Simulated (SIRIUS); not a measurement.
# Pd (Fm-3m) in SIRIUS: a series of runs

The runs below take Pd through single point, with PBE.

Everything below comes from runs of SIRIUS 7.10.0. Logs are shortened: lines on timing, memory, paths and dates and some standing lists are left out, and cuts for length are marked. The log counts tension as positive stress, the text compression.

## 1. Starting point

It takes space group Fm-3m (No. 225, cubic). The conventional cell has a = 3.893 Å, b = 3.893 Å, c = 3.893 Å, α = 90.00°, β = 90.00°, γ = 90.00°. Pd (site symmetry m-3m) is surrounded by 12 Pd at 2.75 Å.

## 2. Single point, PBE

sirius.json

```json
{
  "control": {
    "processing_unit": "cpu",
    "verbosity": 2,
    "num_bands_to_print": 16,
    "print_forces": true,
    "print_stress": true
  },
  "parameters": {
    "electronic_structure_method": "pseudopotential",
    "xc_functionals": ["XC_GGA_X_PBE", "XC_GGA_C_PBE"],
    "gk_cutoff": 9.1,
    "pw_cutoff": 18.2,
    "ngridk": [12, 12, 12],
    "shiftk": [0, 0, 0],
    "smearing": "fermi_dirac",
    "smearing_width": 0.0018374661,
    "num_bands": 16,
    "num_mag_dims": 0,
    "num_dft_iter": 100,
    "energy_tol": 1e-08,
    "density_tol": 1e-06
  },
  "iterative_solver": {
    "type": "davidson",
    "min_tolerance": 1e-09,
    "tolerance_scale": [0.1, 0.25]
  },
  "mixer": {
    "type": "anderson",
    "beta": 0.7,
    "max_history": 8
  },
  "settings": {
    "tol_ne": 1e-10,
    "pseudo_grid_cutoff": 6.5
  },
  "unit_cell": {
    "lattice_vectors": [
      [0.0, 0.707106781187, 0.707106781187],
      [0.707106781187, 0.0, 0.707106781187],
      [0.707106781187, 0.707106781187, 0.0]
    ],
    "lattice_vectors_scale": 5.2019751464,
    "atom_coordinate_units": "lattice",
    "atom_types": ["Pd"],
    "atom_files": {
      "Pd": "Pd.json"
    },
    "atoms": {
      "Pd": [
        [0.0, 0.0, 0.0]
      ]
    }
  }
}
```

Potentials or basis: PseudoDojo 0.4.1 PBE standard (scalar relativistic).

Command:

```sh
$ upf_to_json Pd.upf
$ OMP_NUM_THREADS=1 sirius.scf --input=sirius.json --output=out.json --task=0
```

The log of the run:

```text
[info] SIRIUS version : 7.10.0
[info] number of MPI ranks           : 1
[info] MPI grid                      : 1 1
[info] maximum number of OMP threads : 1
[fft] FFT context for density and potential
[fft] =====================================
[fft]   comm size                             : 1
[fft]   plane wave cutoff                     : 18.2
[fft]   grid size                             : 36 36 36   total : 46656
[fft]   grid limits                           : -17 18   -17 18   -17 18
[fft]   number of G-vectors within the cutoff : 5041
[fft]   local number of G-vectors             : 5041
[fft]   number of G-shells                    : 305
[fft] FFT context for coarse grid
[fft] =====================================
[fft]   comm size                             : 1
[fft]   plane wave cutoff                     : 18.2
[fft]   grid size                             : 36 36 36   total : 46656
[fft]   grid limits                           : -17 18   -17 18   -17 18
[fft]   number of G-vectors within the cutoff : 5041
[fft]   local number of G-vectors             : 5041
[fft]   number of G-shells                    : 305
[unit cell] lattice vectors
[unit cell]   a1 :       0.0000000000      3.6783519016      3.6783519016
[unit cell]   a2 :       3.6783519016      0.0000000000      3.6783519016
[unit cell]   a3 :       3.6783519016      3.6783519016      0.0000000000
[unit cell] reciprocal lattice vectors
[unit cell]   b1 :      -0.8540761563      0.8540761563      0.8540761563
[unit cell]   b2 :       0.8540761563     -0.8540761563      0.8540761563
[unit cell]   b3 :       0.8540761563      0.8540761563     -0.8540761563
[unit cell] unit cell volume :        99.53820872 [a.u.^3]
[unit cell] 1/sqrt(omega)    :         0.10023170
[unit cell] MT volume        :         0.00000000 ( 0.00%)
[unit cell] IT volume        :        99.53820872 (100.00%)
[unit cell] number of atom types : 1
[unit cell] type id : 0 symbol : Pd mt_radius :  12.510000 num_atoms : 1
[unit cell] total number of atoms : 1
[unit cell] number of symmetry classes : 1
[unit cell] number of PAW atoms : 0
[unit cell] atom id  type id  class id             position                      vector_field
[unit cell] ------------------------------------------------------------------------------------------
[unit cell]      0        0        0      0.00000   0.00000   0.00000      0.00000   0.00000   0.00000
[unit cell] atom id         position (Cartesian, a.u.)
[unit cell] ---------------------------------------------
[unit cell]      0       0.000000    0.000000    0.000000
[unit cell] class id : 0 atom id : 0
[unit cell] minimum bond length:     5.201975
[unit cell] total number of pseudo wave-functions: 9
[sym] space group number   : 225
[sym] international symbol : Fm-3m
[sym] Hall symbol          : -F 4 2 3
[sym] space group transformation matrix :
[sym]   0.0000  0.5000  0.5000
[sym]   0.5000  0.0000  0.5000
[sym]   0.5000  0.5000  0.0000
[sym] space group origin shift :
[sym]   0.0000  0.0000  0.0000
[sym] number of space group operations  : 48
[sym] number of magnetic group operations : 48
[sym] metric tensor error: 0.0000e+00
[sym] rotation matrix error: 5.3276e-17
[sym] symmetry operations
[... list of symmetry operations ...]
[atom type] label          : Pd
[atom type] --------------------------------------------------------------------------------
[atom type] symbol         : Pd
[atom type] name           :
[atom type] zn             : 18
[... 176 lines left out ...]
[find] Free energy (E-TS)             :    -135.48914309 (Ha),    -270.97828619 (Ry)
[find] band gap (eV)                  :       0.00000000
[find] Efermi                         :       0.72586835
[find] iteration : 3, RMS : 6.943259755703e-04, energy difference : -2.057769333419e-04
[find] Hartree energy of density residual : 2.194285192857e-05
[find] | SCF iteration   4 out of 100|
[diagonalize] iterative solver tolerance (occupied, empty): 3.42961e-05 3.42961e-05
[... 47 lines left out ...]
[find] Free energy (E-TS)             :    -135.48915260 (Ha),    -270.97830519 (Ry)
[find] band gap (eV)                  :       0.00000000
[find] Efermi                         :       0.72701452
[find] iteration : 9, RMS : 7.511242279174e-07, energy difference : -9.681741630629e-09
[find] Hartree energy of density residual : 9.510912086519e-12
[find] | SCF iteration  10 out of 100|
[diagonalize] iterative solver tolerance (occupied, empty): 8.37308e-09 8.37308e-09
[diagonalize] average number of iterations: 1.72222
[find] Total energy                   :    -135.48843080 (Ha),    -270.97686160 (Ry)
[find] Free energy (E-TS)             :    -135.48915260 (Ha),    -270.97830519 (Ry)
[find] band gap (eV)                  :       0.00000000
[find] Efermi                         :       0.72701264
[find] iteration : 10, RMS : 2.088207480617e-07, energy difference : 2.320916792087e-10
[find] Hartree energy of density residual : 1.448379174045e-12
[find] bands are converged : true
[find] iterative solver converged : false
[find] +------------------------------+
[find] | SCF iteration  11 out of 100|
[find] +------------------------------+
[diagonalize] iterative solver tolerance (occupied, empty): 2.09327e-09 2.09327e-09
[diagonalize] average number of iterations: 2
[diagonalize] Lowest band energies
[diagonalize] ik:    0   -2.364483   -1.096953   -1.096953   -1.096953    0.465154    0.623214    0.623214    0.623214    0.682566    0.682566    1.368239    1.542667    1.542667    1.542667    1.730469    1.841510
[diagonalize] ik:    1   -2.364349   -1.097984   -1.097099   -1.097099    0.474363    0.620070    0.626345    0.626345    0.681144    0.681144    1.376906    1.486125    1.552555    1.552555    1.755074    1.821683
[diagonalize] ik:    2   -2.363983   -1.100786   -1.097499   -1.097499    0.499273    0.614650    0.632680    0.632680    0.680217    0.680217    1.365360    1.415215    1.577792    1.577792    1.699301    1.764632
[diagonalize] ik:    3   -2.363483   -1.104582   -1.098042   -1.098042    0.527054    0.622245    0.634011    0.634011    0.688136    0.688136    1.263009    1.404944    1.598072    1.598072    1.685905    1.703961
[diagonalize] ik:    4   -2.362982   -1.108341   -1.098585   -1.098585    0.536689    0.628988    0.628988    0.664362    0.704812    0.704812    1.149449    1.377484    1.568979    1.568979    1.698632    1.698632
[diagonalize] ...
[diagonalize] ik:   67   -2.361952   -1.108963   -1.104364   -1.102011    0.562914    0.571544    0.637789    0.695633    0.726858    0.907838    1.154667    1.159222    1.211252    1.595306    1.664291    1.805627
[diagonalize] ik:   68   -2.361862   -1.108131   -1.105835   -1.102245    0.567623    0.585306    0.623119    0.682956    0.732768    0.992196    1.059083    1.153070    1.196351    1.607975    1.711476    1.806074
[diagonalize] ik:   69   -2.361906   -1.107500   -1.106481   -1.101822    0.575024    0.599889    0.603896    0.678874    0.726647    0.971995    1.077348    1.134458    1.235219    1.613120    1.682720    1.867175
[diagonalize] ik:   70   -2.361818   -1.109109   -1.104791   -1.102697    0.556128    0.568422    0.649943    0.693609    0.738404    0.972117    1.115005    1.133468    1.165137    1.595796    1.695456    1.782323
[diagonalize] ik:   71   -2.361817   -1.106957   -1.106957   -1.102726    0.568589    0.603278    0.603278    0.679132    0.738424    1.055601    1.055601    1.111413    1.154507    1.679171    1.679171    1.789336
[find] Charges and magnetic moments
[find] --------------------------------------------------------------------------------
[find] total charge          : 18.000000
[find] Energy
[find] --------------------------------------------------------------------------------
[find] valence_eval_sum               :      -5.02863720
[find] <rho|V^{XC}>                   :     -17.52092448
[find] <rho|E^{XC}>                   :     -21.17639790
[find] <mag|B^{XC}>                   :       0.00000000
[find] <rho|V^{H}>                    :      51.68460313
[find] one-electron contribution      :     -39.19231585 (Ha),     -78.38463171 (Ry)
[find] hartree contribution           :      25.84230157
[find] xc contribution                :     -21.17639790
[find] ewald contribution             :    -100.96201721
[find] PAW contribution               :       0.00000000
[find] smearing (-TS)                 :      -0.00072179
[find] SCF correction                 :      -0.00000140
[find] Total energy                   :    -135.48843080 (Ha),    -270.97686160 (Ry)
[find] Free energy (E-TS)             :    -135.48915260 (Ha),    -270.97830519 (Ry)
[find] band gap (eV)                  :       0.00000000
[find] Efermi                         :       0.72701310
[find] iteration : 11, RMS : 1.405446290098e-07, energy difference : -1.414832695446e-10
[find] Hartree energy of density residual : 5.275988921375e-13
[find] bands are converged : true
[find] iterative solver converged : true
[find] converged after 12 SCF iterations!
[find] Charges and magnetic moments
[find] --------------------------------------------------------------------------------
[find] total charge          : 18.000000
[find] Energy
[find] --------------------------------------------------------------------------------
[find] valence_eval_sum               :      -5.02863720
[find] <rho|V^{XC}>                   :     -17.52092448
[find] <rho|E^{XC}>                   :     -21.17639790
[find] <mag|B^{XC}>                   :       0.00000000
[find] <rho|V^{H}>                    :      51.68460313
[find] one-electron contribution      :     -39.19231585 (Ha),     -78.38463171 (Ry)
[find] hartree contribution           :      25.84230157
[find] xc contribution                :     -21.17639790
[find] ewald contribution             :    -100.96201721
[find] PAW contribution               :       0.00000000
[find] smearing (-TS)                 :      -0.00072179
[find] SCF correction                 :      -0.00000140
[find] Total energy                   :    -135.48843080 (Ha),    -270.97686160 (Ry)
[find] Free energy (E-TS)             :    -135.48915260 (Ha),    -270.97830519 (Ry)
[find] band gap (eV)                  :       0.00000000
[find] Efermi                         :       0.72701310
[ground_state] === stress tensor components [kbar] ===
[ground_state] === stress_kin ===
[ground_state] -89753.688741    0.000000   -0.000000
[ground_state]     0.000000-89753.688741   -0.000000
[ground_state]    -0.000000   -0.000000-89753.688741
[ground_state] === stress_har ===
[ground_state] -25461.132689    0.000000    0.000000
[ground_state]     0.000000-25461.132689   -0.000000
[ground_state]     0.000000   -0.000000-25461.132689
[ground_state] === stress_ewald ===
[ground_state] 99472.847266   -0.000000   -0.000000
[ground_state]    -0.00000099472.847266    0.000000
[ground_state]    -0.000000    0.00000099472.847266
[ground_state] === stress_vloc ===
[ground_state] 10631.676306   -0.000000    0.000000
[ground_state]    -0.00000010631.676306    0.000000
[ground_state]     0.000000    0.00000010631.676306
[ground_state] === stress_xc ===
[ground_state] -10225.789310    0.000000    0.000000
[ground_state]     0.000000-10225.789310   -0.000000
[ground_state]     0.000000   -0.000000-10225.789310
[ground_state] === stress_core ===
[ground_state] 26042.875879   -0.000000   -0.000000
[ground_state]    -0.00000026042.875879    0.000000
[ground_state]    -0.000000    0.00000026042.875879
[ground_state] === stress_nonloc ===
[ground_state] -10775.470899    0.000000   -0.000000
[ground_state]     0.000000-10775.470899   -0.000000
[ground_state]    -0.000000   -0.000000-10775.470899
[ground_state] === stress_us_nl ===
[ground_state] -10775.470899    0.000000   -0.000000
[ground_state]     0.000000-10775.470899   -0.000000
[ground_state]    -0.000000   -0.000000-10775.470899
[ground_state] === stress_total ===
[ground_state]   -68.682188   -0.000000   -0.000000
[ground_state]    -0.000000  -68.682188    0.000000
[ground_state]    -0.000000    0.000000  -68.682188
[ground_state] ==== total Forces in Ha/bohr =====
[ground_state] atom:    0, force:       0.0000000      0.0000000      0.0000000
[... 8 lines left out ...]
[ground_state] ==== Ewald forces from ions =====
[ground_state] atom:    0, force:       0.0000000      0.0000000      0.0000000
[~DFT_ground_state] local op. applied: 30561
[~DFT_ground_state] evp. work count: 7927.47
[~DFT_ground_state] number of iterative solver steps: 1890
```

Run time: 34 s. Hardware: 1 thread of Arm Neoverse V1, shared host; peak memory 0.27 GiB.

What came out:

| Property | Result |
| --- | --- |
| Free energy | -3686.8477 eV |
| Pressure | 6.9 GPa |
| Band gap on the k mesh | none (metal or under the smearing width) |

Caveat: this set's palladium file may shift the pressure by some GPa.

(Continued in part 2 of 2.)
